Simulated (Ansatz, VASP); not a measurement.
**CuO (Tenorite): VASP beside Ansatz**

run.py

```python
from ase.calculators.vasp import Vasp
from ase.dft.bandgap import bandgap
from ase.io import read

atoms = read('CuO.xyz')
calc = Vasp(
    directory='calc',
    xc='rpbe',
    pp='PBE',
    setups='minimal',
    prec='Accurate',
    encut=500,
    ediff=1e-06,
    ismear=0,
    sigma=0.1,
    lreal=False,
    lasph=True,
    nelm=80,
    algo='Fast',
    isif=2,
    lwave=False,
    lcharg=False,
    kpts=[10, 10, 5],
    gamma=True,
)
atoms.calc = calc

print('energy (eV):', atoms.get_potential_energy())
print('free energy (eV):', atoms.get_potential_energy(force_consistent=True))
print('forces (eV/A):')
print(atoms.get_forces())
print('stress (eV/A^3, Voigt):', atoms.get_stress())
print('Fermi level (eV):', calc.get_fermi_level())
gap, top, bottom = bandgap(calc)
print('band gap (eV):', gap, 'from (spin, k, band)', top, 'to', bottom)
```

The input CuO.xyz:

```xyz
4
Lattice="2.3418500000 -1.7113000000 0.0000000000 2.3418500000 1.7113000000 0.0000000000 -0.8500274268 0.0000000000 5.0578693947" Properties=species:S:1:pos:R:3 pbc="T T T"
Cu     0.7459112866     -0.8556500000      2.5289346974
Cu     1.1709250000      0.8556500000      0.0000000000
O      1.7043294299      0.2792841600      3.7934020460
O      2.1293431433     -0.2792841600      1.2644673487
```

Contents of input.yaml:

```yaml
crystal:
  lattice:
    - [2.34185, -1.7113, 0.0]
    - [2.34185, 1.7113, 0.0]
    - [-0.8500274268, 0.0, 5.0578693947]
  atoms:
    - { symbol: Cu, position: [0.5, 0.0, 0.5] }
    - { symbol: Cu, position: [0.0, 0.5, 0.0] }
    - { symbol: O, position: [0.4184, 0.5816, 0.75] }
    - { symbol: O, position: [0.5816, 0.4184, 0.25] }
hamiltonian:
  xc: rpbe
  pseudopotentials: { kind: paw }
kpoints:
  mp_grid: { grid: [10, 10, 5] }
scf:
  occupations: { method: gaussian, width: 0.1 }
output:
  forces: true
  stress: true
  eigenvalues: true
```

Alike in both runs: task single point; functional RPBE; k mesh 10 × 10 × 5; occupations gaussian, width 0.1 eV; no spin polarisation.

|  | VASP | Ansatz |
| --- | --- | --- |
| version | VASP 6.6.1 | Ansatz 0.2.0 |
| potentials or method | VASP PAW PBE potentials, release 64 (Cu, O) | Ansatz PAW |
| plane-wave cutoff (eV) | 500 | 420 |
| valence electrons in the cell | 34 | 50 |

Ansatz gave:

- gap on the k mesh at the Fermi level (eV): none
- pressure (GPa): 11.3
- largest component of the traceless stress (GPa): 1.63
- rms of the force components (eV/Å): 0.078

What did VASP give for the same quantities?

gap on the k mesh at the Fermi level (eV): none; pressure (GPa): 11.9; largest component of the traceless stress (GPa): 1.71; rms of the force components (eV/Å): 0.060.

Atom by atom the forces differ by 0.018 eV/Å (rms over components). A gap of «none» marks a metal or a gap that the smearing closes. The two sets of potentials don't hold the same shells in valence.

Caveats: the run has no spin polarisation, though such a crystal can be magnetic; semilocal functionals often make such compounds metallic where correlation or magnetic order opens a gap, which also shifts bond lengths; the PAW data sets were made with another functional, which shifts forces and pressure a little (VASP); the pressure holds a Pulay correction of +0.7 GPa for the finite cutoff (Ansatz); the PAW data sets come from PBE, with cores solved anew for the run's functional, which leaves a small shift of forces and pressure (Ansatz). With open d or f shells a metallic result of RPBE can be an artefact of self-interaction; +U or a hybrid may open a gap.
